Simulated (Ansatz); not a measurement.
This is a single-point calculation with Ansatz on a 6-atom cell of ZrO₂ from a materials database; the level of theory is r2SCAN. The cell was relaxed with r2SCAN and then strained (uniaxial +3.0 % along z, other directions held), with the atoms relaxed again with r2SCAN; k points keep the names of the unstrained zone.

```yaml
crystal:
  lattice:
    - [3.6010285391, 0.0, 0.0]
    - [0.0, 3.6010285391, 0.0]
    - [0.0, 0.0, 5.3839746089]
  atoms:
    - { symbol: Zr, position: [0.0, 0.0, 0.0] }
    - { symbol: Zr, position: [0.5, 0.5, 0.5] }
    - { symbol: O, position: [0.0, 0.5, 0.3120932454] }
    - { symbol: O, position: [0.0, 0.5, 0.8120932454] }
    - { symbol: O, position: [0.5, 0.0, 0.6879067546] }
    - { symbol: O, position: [0.5, 0.0, 0.1879067546] }
kpoints:
  mp_grid: { grid: [8, 8, 6] }
  band_path:
    path:
      - [0.0, 0.0, 0.0]
      - [0.0, 0.5, 0.0]
      - [0.5, 0.5, 0.0]
      - [0.0, 0.0, 0.5]
      - [0.0, 0.5, 0.5]
      - [0.5, 0.5, 0.5]
    npoints: 1
hamiltonian:
  xc: r2scan
scf:
  occupations: { method: fixed }
  n_extra_bands: 5
output:
  forces: true
  stress: true
  eigenvalues: true
  write_density: true
  write_potential: true
  elf: true
  volumetric_format: npy
```

The output follows, shortened, with numbered blanks.
```
scf.n_extra_bands = 5 over 24 filled bands (N_el = 48.0): the run solves 29 bands
Functional definition: r2SCAN
Crystal: 6 atoms, lattice volume = 69.816 Å³
Basis set: ecut = 500 eV, 1787 PW (Γ)
[1]
NSCF: frozen V_eff on 6 k-points
SCF converged after 7 iterations
Free energy (F): -10676.245832 eV
[2]
--- Forces (eV/Å), atoms counted from 1 ---
  atom   1  Zr      0.00000      0.00000      0.00000
  atom   2  Zr      0.00000      0.00000      0.00000
  atom   3  O       0.00000      0.00000      0.00397
  atom   4  O       0.00000      0.00000      0.00397
  atom   5  O       0.00000      0.00000    -0.00397
  atom   6  O       0.00000      0.00000    -0.00397
--- Stress (GPa, compression-positive) ---
[3]
--- Band table (eV; the first three rows and the last of 60) ---
[4]
```

The rows of the band table are 0: (0, 0, 0) = Γ, 1: (0, 0, 1/6), 2: (0, 0, 1/3), 59: (-1/2, -1/2, -1/2) = A.

Task: Give the withheld lines. They hold the stress, the Fermi energy and the band table, the symmetry found.

Result:
```
[1]
Symmetry: 16 space group operations
Space group: P42/nmc (ITA 137)
[2]
Fermi energy:    10.244040 eV
[3]
       -1.606876       0.000000       0.000000
        0.000000      -1.606876       0.000000
        0.000000       0.000000      -7.537589
  P = ⅓ Tr σ = -3.5838 GPa (-35.838 kbar)
[4]
  k-point 0: bands = […, 8.8499, 8.8499, 9.1081, 9.9062, 10.1866, 10.1866, 14.9337, 15.3779, 15.9367, 16.3814, …]
  k-point 1: bands = […, 8.7916, 9.1114, 9.1114, 9.5342, 10.2008, 10.2008, 14.9923, 15.4830, 15.8590, 16.3325, …]
  k-point 2: bands = […, 8.0220, 8.6424, 9.4500, 9.4500, 10.2296, 10.2296, 15.1578, 15.6559, 15.7510, 16.2452, …]
  k-point 59: bands = […, 8.4851, 8.4851, 8.6982, 8.6982, 10.1250, 10.1250, 15.9040, 15.9040, 16.5495, 16.5495, …]
```
The trailing digits, and the zero of the energies, depend on the potentials and thresholds.

Command: `ansatz run input.yaml --threads 2 --pin off --max-ram 20275MiB --backend cpu --events-out ev --progress --plain --runs-dir out`.

Task: It took 6.7 s on 2 threads of AMD EPYC 7R13 Processor (Zen 3) (shared host), load about 2.7 per core. What peak of host memory did it reach?

Result: About 0.57 GiB.

Calculated for a static, non-magnetic cell.
